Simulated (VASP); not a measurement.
Tl: single point with PBE

Tl:

```xyz
1
Lattice="-1.9560 1.9560 1.9560 1.9560 -1.9560 1.9560 1.9560 1.9560 -1.9560" Properties=species:S:1:pos:R:3 pbc="T T T"
Tl    0.0000    0.0000    0.0000
```

This isn't the form of Tl at room conditions, which is hcp.

```yaml
Program: VASP 6.6.1
Task: single point
Functional: PBE
Potentials_or_basis: VASP PAW PBE potentials, release 64 (Tl_d)
Cutoff: 520 eV
k_mesh: 10 × 10 × 10
Occupations: fermi-dirac, width 0.05 eV
Spin: no spin polarisation
```

The pressure is 1.3 GPa. The band gap on the k mesh is none (metal or under the smearing width).

Levels at points of the mesh, in eV from the Fermi level:
```
           k point  band 3  band 4  band 5  band 6  band 7  band 8  band 9  band 10
(0.00, 0.00, 0.00)  -11.56  -11.18  -11.18   -9.69   10.41   10.41   10.41    12.29
(0.50, 0.00, 0.00)  -11.20  -11.18  -10.92   -4.99   -2.50    5.70    7.07     9.82
(0.50, 0.50, 0.50)  -10.99  -10.99  -10.99   -1.78    1.50    1.50    1.50     6.42
```

Run time: 10 s on 1 thread of Intel(R) Xeon(R) Platinum 8488C (Sapphire Rapids), with other jobs on the host, peak memory 0.15 GiB.

The run has no spin-orbit coupling, so splittings on Tl are missing.
